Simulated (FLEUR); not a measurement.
**Co2/Ru1/Co2 (0001) trilayer: which magnetic order is lowest**

Does Co2/Ru1/Co2 (0001) trilayer prefer parallel or opposed moments?

Program: FLEUR MaX-R8.1. Level of theory: PBE; all-electron FLAPW film, Dirac cores, scalar-relativistic bands. Results are calculated unless marked as measured.

### Step 1. The structure

The cell holds 5 atoms: 4 Co and 1 Ru. Its edges and angles: a = 2.706 Å, b = 2.706 Å, c = 21.991 Å, α = 90.0°, β = 90.0°, γ = 120.0°. Layers at typed spacings, unrelaxed. Vacuum lies along c.

Coordinates:

```xyz
5
Lattice="2.7058 0.0000 0.0000 -1.3529 2.3433 0.0000 0.0000 0.0000 21.9908" Properties=species:S:1:pos:R:3
Co    1.3529    0.7811    7.0000
Co    0.0000    1.5622    8.9500
Ru    1.3529    0.7811   10.9954
Co    0.0000    1.5622   13.0408
Co    1.3529    0.7811   14.9908
```

It is built of layers of Co (space group 194) and Ru (space group 194).

### Step 2. Start 1: ferro ++++

The parallel start is the test of whether parallel moments hold.

inpgen writes inp.xml from crystal.txt; cutoffs, mixing, functional, smearing and local orbitals are then set in the file. The k list default-1 (kpts.xml, not shown) is a Γ-centred 20×20×1 mesh; where the ranks do not divide the number of points, some are split in two of half the weight.

inp.xml reads:

```
<?xml version="1.0" encoding="UTF-8" standalone="no"?>
<fleurInput fleurInputVersion="0.39">
   <comment>
      Co4Ru
   </comment>
   <calculationSetup>
      <cutoffs Kmax="3.66" Gmax="11.0" GmaxXC="11.0" numbands="0"/>
      <scfLoop itmax="170" minDistance="0.00001" maxIterBroyd="15" imix="Anderson" alpha="0.03" precondParam="0.0" spinf="2.0" sdNocoIR="T"/>
      <coreElectrons ctail="T" frcor="F" kcrel="0" coretail_lmax="0"/>
      <xcFunctional name="pbe" relativisticCorrections="F"/>
      <magnetism jspins="2"/>
      <soc l_soc="F" theta="0.0" phi="0.0" spav="F"/>
      <expertModes spex="0" secvar="F"/>
      <geometryOptimization l_f="F" forcealpha="1.0" forcemix="BFGS" epsdisp="0.00001" epsforce="0.00001"/>
      <ldaU l_linMix="F" mixParam="0.05" spinf="1.0"/>
   </calculationSetup>
   <cell>
      <bzIntegration valenceElectrons="82.0" mode="hist" fermiSmearingEnergy="0.00183747">
         <kPointListSelection listName="default-1"/>
         <xi:include xmlns:xi="http://www.w3.org/2001/XInclude" href="kpts.xml"> </xi:include>
      </bzIntegration>
      <xi:include xmlns:xi="http://www.w3.org/2001/XInclude" href="sym.xml"> </xi:include>
      <filmLattice scale="1.0" dVac="20.38" dTilda="22.88">
         <bravaisMatrixFilm>
            <row-1>    5.1132214524806576    -0.0000001170874307</row-1>
            <row-2>   -2.5566106248470737     4.4281797315674236</row-2>
         </bravaisMatrixFilm>
         <vacuumEnergyParameters vacuum="1" spinUp="-.25" spinDown="-.25"/>
      </filmLattice>
   </cell>
   <atomSpecies>
      <species name="Cobalt (Co2.000" element="Co" atomicNumber="27">
         <mtSphere radius="2.24" gridPoints="741" logIncrement="0.016"/>
         <atomicCutoffs lmax="8" lnonsphr="6"/>
         <electronConfig flipSpins="F">
            <coreConfig>(1s1/2) (2s1/2) (2p1/2) (2p3/2)</coreConfig>
            <valenceConfig>(3s1/2) (3p1/2) (3p3/2) (4s1/2) (3d3/2) (3d5/2)</valenceConfig>
            <stateOccupation state="(3d3/2)" spinUp="1.5" spinDown="1.3"/>
            <stateOccupation state="(3d5/2)" spinUp="3.0" spinDown="1.2"/>
         </electronConfig>
         <energyParameters s="4" p="4" d="3" f="4"/>
         <lo type="SCLO" l="0" n="3" eDeriv="0"/>
         <lo type="SCLO" l="1" n="3" eDeriv="0"/>
      </species>
      <species name="Ruthenium (Ru)" element="Ru" atomicNumber="44">
         <mtSphere radius="2.38" gridPoints="787" logIncrement="0.016"/>
         <atomicCutoffs lmax="8" lnonsphr="6"/>
         <electronConfig flipSpins="F">
            <coreConfig>(1s1/2) (2s1/2) (2p1/2) (2p3/2) (3s1/2) (3p1/2) (3p3/2) (4s1/2) (3d3/2) (3d5/2)</coreConfig>
            <valenceConfig>(4p1/2) (4p3/2) (5s1/2) (4d3/2) (4d5/2)</valenceConfig>
            <stateOccupation state="(5s1/2)" spinUp="0.500000" spinDown="0.500000"/>
            <stateOccupation state="(4d3/2)" spinUp="1.400000" spinDown="1.400000"/>
            <stateOccupation state="(4d5/2)" spinUp="2.100000" spinDown="2.100000"/>
         </electronConfig>
         <energyParameters s="5" p="5" d="4" f="4"/>
         <lo type="SCLO" l="1" n="4" eDeriv="0"/>
      </species>
   </atomSpecies>
   <atomGroups>
      <atomGroup species="Cobalt (Co2.000">
         <filmPos label="                   1">-1.000/3.000 1.000/3.000 -7.5502089200</filmPos>
         <filmPos label="                   5">-1.000/3.000 1.000/3.000 7.5502089200</filmPos>
         <force calculate="T" relaxXYZ="TTT"/>
      </atomGroup>
      <atomGroup species="Cobalt (Co2.000">
         <filmPos label="                   2">1.000/3.000 -1.000/3.000 -3.8652614804</filmPos>
         <filmPos label="                   4">1.000/3.000 -1.000/3.000 3.8652614804</filmPos>
         <force calculate="T" relaxXYZ="TTT"/>
      </atomGroup>
      <atomGroup species="Ruthenium (Ru)">
         <filmPos label="                   3">-1.000/3.000 1.000/3.000 .0000000000</filmPos>
         <force calculate="T" relaxXYZ="TTT"/>
      </atomGroup>
   </atomGroups>
   <output dos="F" band="F" slice="F">
      <bandDOS minEnergy="-.5*Htr" maxEnergy="0.5*Htr" sigma="0.015" storeEVData="T"/>
      <plotting iplot="0" polar="F">
         <plot TwoD="T" vec1="  1.0  0.0  0.0" vec2="  0.0  1.0  0.0" vec3="  0.0  0.0  1.0" zero="  0.0  0.0 -0.5" file="plot"/>
      </plotting>
      <moessbauerParams electricFieldGradient="F" isomerShift="F" coreHyperfine="F" valenceHyperfine="F"/>
   </output>
</fleurInput>
```

crystal.txt reads:

```
Co4Ru
&input film=T cartesian=F /
2.70580026699  -0.00000006196  0.00000000000
-1.35290007984  2.34329179976  0.00000000000
0.00000000000  0.00000000000  1.00000000000
1.8897261246
1.0 1.0 1.0

5
27 0.66666666667  0.33333333333  -7.55020891996 : 2.000
27 0.33333333333  0.66666666667  -3.86526148038 : 2.000
44 0.66666666667  0.33333333333  0.00000000000
27 0.33333333333  0.66666666667  3.86526148038 : 2.000
27 0.66666666667  0.33333333333  7.55020891996 : 2.000

&kpt div1=20 div2=20 div3=1 gamma=T /
```

The run is started by

```console
$ OMP_NUM_THREADS=1 inpgen -f crystal.txt > inpgen.log  # inp.xml is then edited as shown
$ OMP_NUM_THREADS=1 mpirun -n 4 fleur_MPI > fleur.log
```

What it wrote:

```text
Welcome to FLEUR        (www.flapw.de)
      MaX-Release 8.1          (www.max-centre.eu)

 ========== k-point set info ==========
 Selected k-point list: default-1
 k-point list type: mesh
 20 x 20 x 1
 Number of k points: 44

 ------------Calculation Setup---------------------------
 Number of MPI-tasks      :            4
 Number of PE/node        :            4
 Number of OMP-threads    :            1
 k-points in parallel     :            4
 pe's per k-point         :            1
 No of k-point loops      :           11
 Eigenvalue solver        :       lapack
 Number of basis functions:          473
 Approximate size of matrices (H+S) per k-point:         0.007 GB
 --------------------------------------------------------
 Iteration:     1   Distance:      35.32812132 me/bohr^3
 Iteration:     2   Distance:      20.08192864 me/bohr^3
 Iteration:     3   Distance:      11.08724305 me/bohr^3
 Iteration:     4   Distance:      16.76755184 me/bohr^3
 Iteration:     5   Distance:       7.55122015 me/bohr^3
 Iteration:     6   Distance:       7.21366791 me/bohr^3
 Iteration:     7   Distance:       7.63630702 me/bohr^3
 Iteration:     8   Distance:       3.38992315 me/bohr^3
 Iteration:     9   Distance:       3.53378174 me/bohr^3
 Iteration:    10   Distance:       2.60291102 me/bohr^3
[... 20 iterations left out ...]
 Iteration:    31   Distance:       0.00109409 me/bohr^3
 Iteration:    32   Distance:       0.00108662 me/bohr^3
 Iteration:    33   Distance:       0.00086254 me/bohr^3
 Iteration:    34   Distance:       0.00046146 me/bohr^3
 Iteration:    35   Distance:       0.00026202 me/bohr^3
 Iteration:    36   Distance:       0.00016085 me/bohr^3
 Iteration:    37   Distance:       0.00015250 me/bohr^3
 Iteration:    38   Distance:       0.00004590 me/bohr^3
 Iteration:    39   Distance:       0.00003256 me/bohr^3
 Iteration:    40   Distance:       0.00000742 me/bohr^3

 ********************************************************************
 Run finished successfully
 Stop message:
   all done
 ********************************************************************

--- out.xml (last complete iteration) ---
<iteration numberForCurrentRun="   40" overallNumber="   40">
         [... left out ...]
         <bandgap value="0.0182693461" units="eV"/>
         <sumValenceSingleParticleEnergies value="-106.0891139888" units="Htr"/>
         <FermiEnergy value="-0.1653449983" units="Htr"/>
         <valenceDensity>
            <mtCharges spin="1">
               <mtCharge atomType="1" total="8.7766257" s="1.1765188" p="3.0957428" d="4.4974064" f="0.0053453"/>
               <mtCharge atomType="2" total="8.6905409" s="1.1805514" p="3.1519761" d="4.3451865" f="0.0099169"/>
               <mtCharge atomType="3" total="6.1055850" s="0.1651831" p="3.1186620" d="2.7928184" f="0.0227793"/>
            </mtCharges>
            <mtCharges spin="2">
               <mtCharge atomType="1" total="6.8627831" s="1.1783422" p="3.1207815" d="2.5568322" f="0.0053846"/>
               <mtCharge atomType="2" total="7.0977927" s="1.1842162" p="3.1725994" d="2.7275683" f="0.0105611"/>
               <mtCharge atomType="3" total="6.2098118" s="0.1710075" p="3.1345902" d="2.8761348" f="0.0223396"/>
            </mtCharges>
            <spinDependentCharge spin="1" total="44.3076158" interstitial="3.1651651" mtSpheres="41.0399182" vacuum1="0.0512662"/>
            <spinDependentCharge spin="2" total="37.6923845" interstitial="3.4564125" mtSpheres="34.1309635" vacuum1="0.0525042"/>
            <totalCharge value="82.0000002354"/>
         </valenceDensity>
         [... left out ...]
         <allElectronCharges>
            <spinDependentCharge spin="1" total="79.3076158" interstitial="3.1674241" mtSpheres="76.0376592" vacuum1="0.0512662"/>
            <spinDependentCharge spin="2" total="72.6923845" interstitial="3.4586802" mtSpheres="69.1286958" vacuum1="0.0525042"/>
            <totalCharge value="152.0000002218"/>
         </allElectronCharges>
         <magneticMomentsInMTSpheres units="muBohr">
            <globalMagMoment atomType="1" vec="0.00000   0.00000   1.91384"/>
            <localMagMoment atomType="1" vec="0.00000   0.00000   1.91384"/>
            <globalMagMoment atomType="2" vec="0.00000   0.00000   1.59275"/>
            <localMagMoment atomType="2" vec="0.00000   0.00000   1.59275"/>
            <globalMagMoment atomType="3" vec="0.00000   0.00000  -0.10422"/>
            <localMagMoment atomType="3" vec="0.00000   0.00000  -0.10422"/>
         </magneticMomentsInMTSpheres>
         <moessbauerParams unitsHFF="kG" unitsIS="e/bohr^3" unitsEFG="Htr/bohr^2">
         </moessbauerParams>
         <totalEnergy value="   -10105.6667185251" units="Htr">
            <sumOfEigenvalues value="    -5989.8969777964">
               <coreElectrons value="-5883.8078638076"/>
               <valenceElectrons value="-106.0891139888"/>
            </sumOfEigenvalues>
            <densityCoulombPotentialIntegral value="-15876.7386688622"/>
            <densityEffectivePotentialIntegral value="-16361.0638873337"/>
            <chargeDenXCDenIntegral value="-372.4244988388"/>
            <FockExchangeEnergyValence value="0.0000000000"/>
            <FockExchangeEnergyCore value="0.0000000000"/>
            <atomTypeDependentContributions atomType="1">
               <electronNucleiInteractionDifferentMTs value="3331.4185746563"/>
               <MadelungTerm value="-11.5563000893"/>
            </atomTypeDependentContributions>
            <atomTypeDependentContributions atomType="2">
               <electronNucleiInteractionDifferentMTs value="3333.2853210390"/>
               <MadelungTerm value="-9.5681282430"/>
            </atomTypeDependentContributions>
            <atomTypeDependentContributions atomType="3">
               <electronNucleiInteractionDifferentMTs value="5469.5937737308"/>
               <MadelungTerm value="-10.6176970342"/>
            </atomTypeDependentContributions>
            <tkbTimesEntropy value="0.0013777769"/>
            <freeEnergy value="-10105.6680963021"/>
            <extrapolationTo0K value="-10105.6674074136"/>
         </totalEnergy>
         <densityConvergence units="me/bohr^3">
            <chargeDensity spin="1" distance="0.0000036268"/>
            <chargeDensity spin="2" distance="0.0000063264"/>
            <overallChargeDensity distance="0.0000074233"/>
            <spinDensity distance="0.0000071587"/>
         </densityConvergence>
      </iteration>
```

Run time: 4.8 min. Hardware: 4 MPI ranks of Arm Neoverse N1, shared host; peak memory 0.35 GiB; 19 min of CPU time.

Spin moment in the muffin-tin sphere by atom:

```
atom  spin moment in the muffin-tin sphere (μB)
 Co1                                       1.91
 Co2                                       1.59
 Ru3                                      -0.10
 Co4                                       1.59
 Co5                                       1.91
```

Read from the output:

| Property | Result |
| --- | --- |
| free energy | -274989.2378 eV |
| program's band gap on this mesh (in a metal only a level spacing) | 0.01827 eV |
| magnetization | 6.615 μB |
| final state | ferromagnetic, with opposed induced moments |

After 40 cycles the largest moment stands at 1.91 μB.

(Continued in part 2 of 2.)

[Logs and program files are shortened in this print: banners, set-up blocks, solver, clock and traceback lines can be left out without a mark of their own.]

[Logs are printed without paths, hosts, clocks, repeated set-up lines and the standing remarks that a program may print on its own settings, such as how far it seeks lower states.]

[Hosts, paths, dates, database ids (printed as entryN), source tags and the programs' standing remarks are cut or masked in the printed files.]

[Where a cell is said to come from a database of computed structures, the database is the Materials Project.]
